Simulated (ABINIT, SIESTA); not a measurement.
This is a calculation of SnTe for ABINIT 10.8.3 (patched build). 

File run.abi:

```
# Pseudopotentials
pp_dirpath "./"
pseudos "Te.GGA_PBE-JTH.xml, Sn.GGA_PBE-JTH.xml"

# Structure
acell 3*1.0 Angstrom
rprim
     0.0000000000     3.1508500000     3.1508500000
     3.1508500000     0.0000000000     3.1508500000
     3.1508500000     3.1508500000     0.0000000000
ntypat 2
znucl 52 50
natom 2
typat 1 2
xcart
     3.1508500000     3.1508500000     3.1508500000
     0.0000000000     0.0000000000     0.0000000000 Angstrom

# Plane-wave basis
ecut 598.650497 eV
pawecutdg 44.0

# k points
kptopt 1
ngkpt 7 7 7
nshiftk 1
shiftk 0.0 0.0 0.0

# Exchange and correlation
ixc 11

# Bands and occupations
nband 14
occopt 3
tsmear 0.05 eV

# SCF cycle
nstep 100
tolvrs 1.0e-9

# Output
iomode 3
prtwf 0
prteig 0
prtebands 0
enunit 2
prtden 1
prtvha 1
prtvclmb 1
prtpot 1
```

Potentials or basis: JTH PAW PBE v2.0.

The run is started by

```bash
$ abinit run.abi > log 2>&1
```

Q: Set up the same calculation for SIESTA 5.4.2. Potentials or basis there: files PseudoDojo sr-pbe-0.4.1-standard, DZP (energy shift 0.003 Ry; two zetas on semicore shells).

A: As run (cutoffs and basis follow the program's own potentials, and thresholds, step limits or extra output files can differ):

File SnTe.fdf:

```
SystemName                      SnTe
SystemLabel                     SnTe
NumberOfSpecies                 2
NumberOfAtoms                   2
%block ChemicalSpeciesLabel
  1  52 Te
  2  50 Sn
%endblock ChemicalSpeciesLabel

LatticeConstant                 1.0 Ang
%block LatticeVectors
     0.0000000000     3.1508500000     3.1508500000
     3.1508500000     0.0000000000     3.1508500000
     3.1508500000     3.1508500000     0.0000000000
%endblock LatticeVectors
AtomicCoordinatesFormat         Fractional
%block AtomicCoordinatesAndAtomicSpecies
     0.5000000000     0.5000000000     0.5000000000  1  Te
     0.0000000000     0.0000000000     0.0000000000  2  Sn
%endblock AtomicCoordinatesAndAtomicSpecies

%block kgrid.MonkhorstPack
    7   0   0  0.0
    0   7   0  0.0
    0   0   7  0.0
%endblock kgrid.MonkhorstPack
XC.Functional                   GGA
XC.Authors                      PBE
PAO.BasisSize                   DZP
PAO.EnergyShift                 0.003 Ry
Mesh.Cutoff                     500 Ry
OccupationFunction              FD
ElectronicTemperature           0.05 eV
MaxSCFIterations                120
SCF.MustConverge                false
SCF.Mixer.Method                Pulay
SCF.Mixer.Weight                0.25
SCF.Mixer.History               8
SCF.DM.Tolerance                5.0e-05
SCF.H.Tolerance                 1.0e-03 eV
WriteForces                     true
Charge.Mulliken                 end
Charge.Hirshfeld                end
Charge.Voronoi                  end
SaveRho                         true
SaveElectrostaticPotential      true
%block PAO.Basis
  Te 4
  n=5 0 2
    5.635 0.000
  n=5 1 2
    7.297 0.000
  n=4 2 2
    3.260 0.000
  n=5 2 1
    7.297
  Sn 4
  n=5 0 2
    6.432 0.000
  n=5 1 2
    8.686 0.000
  n=4 2 2
    3.759 0.000
  n=5 2 1
    8.686
%endblock PAO.Basis
```

Potentials or basis: PseudoDojo 0.4 standard (PBE files), converted to PSML, two zetas on semicore shells, DZP (energy shift 0.003 Ry; two zetas on semicore shells).

Launch:

```sh
$ siesta SnTe.fdf > SnTe.out 2>&1
```

Both were run:

|  | ABINIT | SIESTA |
| --- | --- | --- |
| Pressure | 2.1 GPa | 2.9 GPa |

The potentials hold 20 and 30 valence electrons a cell.

Pressure is positive in compression.
